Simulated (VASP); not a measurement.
# Sc (P4/nmm) in VASP: single point with PBE

Aim: the single point of Sc with PBE.

Program: VASP 6.6.1. These are calculated values, not measurements. Logs are shortened: lines on timing, memory, paths and dates and some standing lists are left out, and cuts for length are marked.

## (1) The crystal as given

Symmetry: P4/nmm, No. 129, tetragonal system. The conventional cell has a = 4.730 Å, b = 4.730 Å, c = 3.180 Å, α = 90.00°, β = 90.00°, γ = 90.00°. Sc (site symmetry -4m2) has 4 Sc at 2.65 Å as nearest neighbours. Sc (site symmetry 4mm) has 4 Sc at 2.65 Å as nearest neighbours.

This isn't the form of Sc at room conditions, which is hcp.

## (2) Single point, PBE

Input file INCAR:

```
  PREC = Accurate
  ENCUT = 520
  EDIFF = 1E-6
  ISMEAR = -1
  SIGMA = 0.1
  LREAL = F
  LASPH = T
  NELM = 100
  ALGO = Normal
  ISIF = 2
  LWAVE = F
  LCHARG = F
  GGA = PE
  NBANDS = 30
```

Input file KPOINTS:

```
Automatic mesh
0
Gamma
  5 5 7
```

Input file POSCAR:

```
Sc
1.0
    4.7300000000      0.0000000000      0.0000000000
    0.0000000000      4.7300000000      0.0000000000
    0.0000000000      0.0000000000      3.1800000000
Sc
4
Direct
    0.0000000000      0.0000000000      0.0000000000
    0.5000000000      0.5000000000      0.0000000000
    0.0000000000      0.5000000000      0.6250000000
    0.5000000000      0.0000000000      0.3750000000
```

Potentials or basis: VASP PAW PBE potentials, release 64 (Sc_sv).

Launch:

```
> cat potpaw_PBE.64/Sc_sv/POTCAR > POTCAR
> mpirun -np 1 vasp_std > vasp.out
```

OUTCAR:

```text
PREC = Accurate
   ENCUT = 520
   EDIFF = 1E-6
   ISMEAR = -1
   LREAL = F
   LASPH = T
   NELM = 100
   ISIF = 2
   GGA = PE

 ion  position               nearest neighbor table
   1  0.000  0.000  0.000-   3 2.65   4 2.65   3 2.65   4 2.65   3 3.09   3 3.09   4 3.09   4 3.09
                             2 3.34   2 3.34   2 3.34   2 3.34
   2  0.500  0.500  0.000-   3 2.65   4 2.65   4 2.65   3 2.65   3 3.09   4 3.09   3 3.09   4 3.09
                             1 3.34   1 3.34   1 3.34   1 3.34
   3  0.000  0.500  0.625-   1 2.65   2 2.65   1 2.65   2 2.65   1 3.09   1 3.09   2 3.09   2 3.09

   4  0.500  0.000  0.375-   1 2.65   2 2.65   2 2.65   1 2.65   2 3.09   1 3.09   1 3.09   2 3.09

  LATTYP: Found a simple tetragonal cell.
 ALAT       =     4.7300000000
 C/A-ratio  =     0.6723044397

  Lattice vectors:

 A1 = (   4.7300000000,   0.0000000000,   0.0000000000)
 A2 = (   0.0000000000,   4.7300000000,   0.0000000000)
 A3 = (   0.0000000000,   0.0000000000,   3.1800000000)

Analysis of symmetry for initial positions (statically):
=====================================================================
 Subroutine PRICEL returns:
 Original cell was already a primitive cell.

 Routine SETGRP: Setting up the symmetry group for a
 simple tetragonal supercell.

 Subroutine GETGRP returns: Found 16 space group operations
 (whereof  8 operations were pure point group operations)
 out of a pool of 16 trial point group operations.

The static configuration has the point symmetry D_2d.
 The point group associated with its full space group is D_4h.

Analysis of symmetry for dynamics (positions and initial velocities):
=====================================================================
 Subroutine PRICEL returns:
 Original cell was already a primitive cell.

 Routine SETGRP: Setting up the symmetry group for a
 simple tetragonal supercell.

 Subroutine GETGRP returns: Found 16 space group operations
 (whereof  8 operations were pure point group operations)
 out of a pool of 16 trial point group operations.

The dynamic configuration has the point symmetry D_2d.
 The point group associated with its full space group is D_4h.

 Subroutine INISYM returns: Found 16 space group operations
 (whereof  8 operations are pure point group operations),
 and found     1 'primitive' translations

----------------------------------------------------------------------------------------

                                     Primitive cell

  volume of cell :      71.1458

  direct lattice vectors                    reciprocal lattice vectors
     4.730000000  0.000000000  0.000000000     0.211416490  0.000000000  0.000000000
     0.000000000  4.730000000  0.000000000     0.000000000  0.211416490  0.000000000
     0.000000000  0.000000000  3.180000000     0.000000000  0.000000000  0.314465409

  length of vectors
     4.730000000  4.730000000  3.180000000     0.211416490  0.211416490  0.314465409

  position of ions in fractional coordinates (direct lattice)
     0.000000000  0.000000000  0.000000000
     0.500000000  0.500000000  0.000000000
     0.000000000  0.500000000  0.625000000
     0.500000000  0.000000000  0.375000000

  ion indices of the primitive-cell ions
   primitive index   ion index
                 1           1
                 2           2
                 3           3
                 4           4

----------------------------------------------------------------------------------------

 KPOINTS: Automatic mesh

Automatic generation of k-mesh.
 Grid dimensions read from file:
 generate k-points for:    5    5    7

 Generating k-lattice:

  Cartesian coordinates                     Fractional coordinates (reciprocal lattice)
     0.042283298  0.000000000  0.000000000     0.200000000  0.000000000  0.000000000
     0.000000000  0.042283298  0.000000000     0.000000000  0.200000000  0.000000000
     0.000000000  0.000000000  0.044923630     0.000000000  0.000000000  0.142857143

  Length of vectors
     0.042283298  0.042283298  0.044923630

  Shift w.r.t. Gamma in fractional coordinates (k-lattice)
     0.000000000  0.000000000  0.000000000

 Subroutine IBZKPT returns following result:
 ===========================================

 Found     24 irreducible k-points:

 Following reciprocal coordinates:
            Coordinates               Weight
  0.000000  0.000000  0.000000      1.000000
  0.200000  0.000000  0.000000      4.000000
  0.400000  0.000000  0.000000      4.000000
  0.200000  0.200000  0.000000      4.000000
  0.400000  0.200000  0.000000      8.000000
  0.400000  0.400000  0.000000      4.000000
[... 16 lines left out ...]
  0.400000  0.200000  0.428571     16.000000
  0.400000  0.400000  0.428571      8.000000
   k-points           NKPTS =     24   k-points in BZ     NKDIM =     24   number of bands    NBANDS=     30
   number of dos      NEDOS =    301   number of ions     NIONS =      4
   total plane-waves  NPLWV =  31104
   dimension x,y,z NGX =    36 NGY =   36 NGZ =   24
   dimension x,y,z NGXF=    72 NGYF=   72 NGZF=   48
   ions per type =               4
   NGX,Y,Z   is equivalent  to a cutoff of  12.65, 12.65, 12.55 a.u.
   NGXF,Y,Z  is equivalent  to a cutoff of  25.31, 25.31, 25.09 a.u.
 SYSTEM =  unknown system
   PREC   = accura    normal or accurate (medium, high low for compatibility)
   ISTART =      0    job   : 0-new  1-cont  2-samecut
   ICHARG =      2    charge: 1-file 2-atom 10-const
   ISPIN  =      1    spin polarized calculation?
   LNONCOLLINEAR =      F non collinear calculations
   LSORBIT =      F    spin-orbit coupling
   LASPH  =      T    aspherical Exc in radial PAW
   ENCUT  =  520.0 eV  38.22 Ry    6.18 a.u.   8.79  8.79  5.91*2*pi/ulx,y,z
   NELM   =    100;   NELMIN=  2; NELMDL= -5     # of ELM steps
   EDIFF  = 0.1E-05   stopping-criterion for ELM
   LREAL  =      F    real-space projection
   EDIFFG = 0.1E-04   stopping-criterion for IOM
   NSW    =      0    number of steps for IOM
   IBRION =     -1    ionic relax: 0-MD 1-quasi-New 2-CG
   NFREE  =      0    steps in history (QN), initial steepest desc. (CG)
   ISIF   =      2    stress and relaxation
   ISYM   =      2    0-nonsym 1-usesym 2-fastsym
   POTIM  = 0.5000    time-step for ionic-motion
   TEBEG  =    0.0;   TEEND  =   0.0 temperature during run
   PSTRESS=    0.0 pullay stress
   NELECT =      44.0000    total number of electrons
   NUPDOWN=      -1.0000    fix difference up-down
   EMIN   =  10.00;   EMAX   =-10.00  energy-range for DOS
   EFERMI =   0.00;   METHOD = LEGACY
   ISMEAR =    -1;   SIGMA  =   0.10  broadening in eV -4-tet -1-fermi 0-gaus
   EFERMI_NEDOS =   21; number of points for ismear=-14 and -15
   IALGO  =     38    algorithm
   IMIX   =      4    mixing-type and parameters
     AMIX     =   0.40;   BMIX     =  1.00
     AMIX_MAG =   1.60;   BMIX_MAG =  1.00
  volume/ion in A,a.u.               =      17.79       120.03
  Fermi-wavevector in a.u.,A,eV,Ry     =   1.394791  2.635774 26.469359  1.945443
  Thomas-Fermi vector in A             =   2.518306
   LORBIT       =      0    0 simple, 1 ext, 2 COOP (PROOUT), +10 PAW based schemes
   GGA     = PE    functional components
   LHFCALC =     F    Hartree Fock is set to
   AEXX    =    0.0000 exact exchange contribution
   IVDW    =     0    specifies the selected vdW correction
   LEPSILON=     F    determine dielectric tensor
   LRPA    =     F    only Hartree local field effects (RPA)
 non-spin polarized calculation
  energy-cutoff  :      520.00
  volume of cell :       71.15
 maximum number of plane-waves:      1932
 NGX is ok and might be reduce to    36
   NGX = 17   NGY = 17   NGZ = 11

 number of electron      44.0000011 magnetization

 Free energy of the ion-electron system (eV)
  ---------------------------------------------------
  ext. energy  EPLUGINS =         0.00000000
  ---------------------------------------------------
  free energy    TOTEN  =       -22.48572792 eV

  energy without entropy =      -22.35136166  energy(sigma->0) =      -22.41854479

 E-fermi :   5.8330     XC(G=0): -11.2585

 val. band max:        5.7960102296   @ k =   0.2000   0.2000   0.2857
 cond. band min:       5.8537922350   @ k =   0.0000   0.0000   0.2857
 fundamental gap:      0.0577820054
 Fermi energy:         5.8330175896

 k-point     1 :       0.0000    0.0000    0.0000
  band No.  band energies     occupation
      1     -43.0780      2.00000
      2     -42.8045      2.00000
      3     -42.7942      2.00000
      4     -42.5757      2.00000
      5     -22.3744      2.00000
      6     -22.3744      2.00000
[... 22 lines left out ...]
     29       8.5617      0.00000
     30       8.9808      0.00000

 k-point     2 :       0.2000    0.0000    0.0000
  band No.  band energies     occupation
      1     -43.0520      2.00000
      2     -42.8270      2.00000
      3     -42.7779      2.00000
      4     -42.5974      2.00000
      5     -22.3412      2.00000
      6     -22.2631      2.00000
[... 22 lines left out ...]
     29       8.3641      0.00000
     30       8.6678      0.00000

 k-point     3 :       0.4000    0.0000    0.0000
  band No.  band energies     occupation
      1     -42.9834      2.00000
      2     -42.8973      2.00000
      3     -42.7230      2.00000
      4     -42.6540      2.00000
      5     -22.2534      2.00000
      6     -22.1429      2.00000
[... 22 lines left out ...]
     29       8.3820      0.00000
     30       8.5130      0.00000

 k-point     4 :       0.2000    0.2000    0.0000
  band No.  band energies     occupation
      1     -43.0265      2.00000
      2     -42.8094      2.00000
      3     -42.8008      2.00000
      4     -42.6197      2.00000
      5     -22.2477      2.00000
      6     -22.2190      2.00000
[... 616 lines left out ...]
     29       8.6235      0.00000
     30       8.8199      0.00000

 k-point    23 :       0.4000    0.2000    0.4286
  band No.  band energies     occupation
      1     -42.8853      2.00000
      2     -42.8296      2.00000
      3     -42.7410      2.00000
      4     -42.6889      2.00000
      5     -22.2005      2.00000
      6     -22.1189      2.00000
[... 22 lines left out ...]
     29       9.0397      0.00000
     30       9.2191      0.00000

 k-point    24 :       0.4000    0.4000    0.4286
  band No.  band energies     occupation
      1     -42.8412      2.00000
      2     -42.7902      2.00000
      3     -42.7821      2.00000
      4     -42.7325      2.00000
      5     -22.2303      2.00000
      6     -22.1553      2.00000
[... 22 lines left out ...]
     29       9.4343      0.00000
     30       9.5009      0.00000

------------------------ aborting loop because EDIFF is reached ----------------------------------------

  FORCE on cell =-STRESS in cart. coord.  units (eV):
  Direction    XX          YY          ZZ          XY          YZ          ZX
  --------------------------------------------------------------------------------------
  -------------------------------------------------------------------------------------
  Total       12.1514832     12.1514832      9.0624472      0.0000000     -0.0000000      0.0000000
  in kB      273.6468625    273.6468625    204.0829248      0.0000000     -0.0000000      0.0000000
  external PRESSURE =     250.4588833 kB  Pullay stress =       0.0000000 kB

 VOLUME and BASIS-vectors are now :
 -----------------------------------------------------------------------------
  energy-cutoff  :      520.00
  volume of cell :       71.15
      direct lattice vectors                 reciprocal lattice vectors
     4.730000000  0.000000000  0.000000000     0.211416490  0.000000000  0.000000000
     0.000000000  4.730000000  0.000000000     0.000000000  0.211416490  0.000000000
     0.000000000  0.000000000  3.180000000     0.000000000  0.000000000  0.314465409

 POSITION                                       TOTAL-FORCE (eV/Angst)
 -----------------------------------------------------------------------------------
      0.00000      0.00000      0.00000        -0.000000     -0.000000      0.000000
      2.36500      2.36500      0.00000         0.000000      0.000000      0.000000
      0.00000      2.36500      1.98750         0.000000      0.000000     -0.868938
      2.36500      0.00000      1.19250        -0.000000      0.000000      0.868938
 -----------------------------------------------------------------------------------
    total drift:                                0.000000      0.000000      0.000000

  FREE ENERGIE OF THE ION-ELECTRON SYSTEM (eV)
  ---------------------------------------------------
  free  energy   TOTEN  =       -22.4857279196 eV

  energy  without entropy=      -22.3513616566  energy(sigma->0) =      -22.41854479
```

Run time: 29 s. Hardware: 1 thread of Intel Xeon Platinum 8375C at 2.90GHz (Ice Lake), shared host; peak memory 0.19 GiB.

Results:

```
Free energy            : -22.4857 eV
Pressure               : 25.0 GPa
Largest force          : 0.869 eV/Å
Band gap on the k mesh : none (metal or under the smearing width)
```

Forces in eV/Å, atoms in the order of the input:
```
Sc   0.000  0.000  0.000
Sc   0.000  0.000  0.000
Sc   0.000  0.000 -0.869
Sc   0.000  0.000  0.869
```

Stress tensor (GPa, compression positive):
```
27.36  0.00  0.00
 0.00 27.36  0.00
 0.00  0.00 20.41
```

Levels at points of the mesh, in eV from the Fermi level:
| k point | band 20 | band 21 | band 22 | band 23 | band 24 | band 25 |
| --- | --- | --- | --- | --- | --- | --- |
| (0.00, 0.00, 0.00) | -1.94 | -1.39 | 1.11 | 1.19 | 1.19 | 1.39 |

Caveat: so large a pressure means that the cell lies far from this level's equilibrium, or that cutoff or potentials fall short; the cell's inner coordinates are idealised or old, which leaves forces on the atoms.
